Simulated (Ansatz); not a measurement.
Crystal: HfN.

```
Hf N
1.0
     0.00000    2.45482    2.45482
     2.45482    0.00000    2.45482
     2.45482    2.45482    0.00000
Hf N
1 1
Direct
  0.00000 0.00000 0.00000
  0.25000 0.25000 0.25000
```

The cell comes from a database or a generator and needn't be the stable form of this composition.

| Item | Value |
| --- | --- |
| Program | Ansatz 0.2.0 |
| Task | relaxation of cell and atoms |
| Functional | LDA |
| Potentials or basis | Ansatz PAW |
| Cutoff | 420 eV (not typed: the program's choice for these potentials) |
| k mesh | 9 × 9 × 9 |
| Occupations | fermi-dirac, width 0.05 eV |
| Spin | no spin polarisation |

At the start: volume 14.79 Å³/atom.

Problem. Where does the relaxation end?

Solution. It ends after 7 steps and the volume is 14.07 Å³/atom (-4.9 %); space group F-43m (No. 216, to 0.05 Å).

The path:
```tsv
step	energy change (eV)	largest force (eV/Å)	volume (Å³)
1	0.0000	0.0000	29.59
2	-0.0452	0.0000	27.71
3	-0.0489	0.0000	28.20
4	-0.0491	0.0000	28.17
5	-0.0455	0.0000	28.17
6	-0.0456	0.0000	28.14
7	-0.0455	0.0000	28.14
```

Final structure:
```xyz
2
Lattice="0.0000 2.4142 2.4142 2.4142 0.0000 2.4142 2.4142 2.4142 0.0000" Properties=species:S:1:pos:R:3 pbc="T T T"
Hf    0.0000    0.0000    0.0000
N     1.2071    1.2071    1.2071
```

Caveat: the plane-wave basis is chosen anew once the cell has moved, so the energies of steps on either side of that aren't comparable; the pressure holds a Pulay correction of +0.5 GPa for the finite cutoff; the PAW data sets come from PBE, with cores solved anew for the run's functional, which leaves a small shift of forces and pressure.
